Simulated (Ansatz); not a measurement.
# BN: the cost of one run

Computed with Ansatz 0.2.0 (DFT PBE+D3(BJ), scalar-relativistic, plane waves, PAW, unless a step's input says otherwise).

3 further runs of the same task are left out: 3 set aside as unsound or not needed.

**1. The structure to begin with**

It takes space group R3m (No. 160, trigonal). Conventional cell: a = 2.506 Å, b = 2.506 Å, c = 9.885 Å, α = 90.00°, β = 90.00°, γ = 120.00°. Around B (site symmetry 3m) lie 3 N at 1.45 Å. N (site symmetry 3m) is surrounded by 3 B at 1.45 Å.

Coordinates:

```cif
data_structure
_symmetry_space_group_name_H-M 'R3m:H'
_symmetry_Int_Tables_number 160
_cell_length_a 2.5061
_cell_length_b 2.5061
_cell_length_c 9.8847
_cell_angle_alpha 90.000
_cell_angle_beta 90.000
_cell_angle_gamma 120.000
_cell_volume 53.76
loop_
_atom_site_label
_atom_site_type_symbol
_atom_site_symmetry_multiplicity
_atom_site_Wyckoff_symbol
_atom_site_fract_x
_atom_site_fract_y
_atom_site_fract_z
_atom_site_occupancy
B1 B 3 a 0.00000 0.00000 0.00030 1
N1 N 3 a 0.66667 0.33333 0.00060 1
```

It goes back to an entry of the Materials Project, which need not be the stable form.

It is the result of an earlier relaxation at this level (volume 8.96 Å³/atom; gap on the mesh: 4.24 eV).

**2. Tight relaxation for the response runs**

The response runs start from a cell at rest, found with their own mesh and filling of the bands.

input.yaml reads:

```yaml
crystal:
  lattice:
    - [1.2530569069, 0.7234527425, 3.2948837565]
    - [-1.2530569069, 0.7234527425, 3.2948837565]
    - [0.0, -1.4469054851, 3.2948837565]
  atoms:
    - { symbol: B, position: [0.9996975442, 0.9996975442, 0.9996975442] }
    - { symbol: "N", position: [0.3327354558, 0.3327354558, 0.3327354558] }
basis:
  ecutwfc: 420
kpoints:
  mp_grid: { grid: [12, 12, 12] }
hamiltonian:
  xc: pbe
  dispersion: d3bj
scf:
  occupations: { method: fixed }
output:
  forces: true
  stress: true
  eigenvalues: true
relax:
  adjacent_minimum: "off"
  f_tol: 0.001
  max_steps: 60
  cell: { stress_tol: 0.01 }
```

Launch:

```
ansatz run input.yaml --threads 1 --pin off --max-ram 3072MiB --backend cpu --events-out ev --progress --plain --runs-dir out
```

Q: Estimate wall time and peak memory on 1 thread of Intel Xeon at 2.70GHz, shared host.

About 14 s, with a peak of 0.35 GiB.
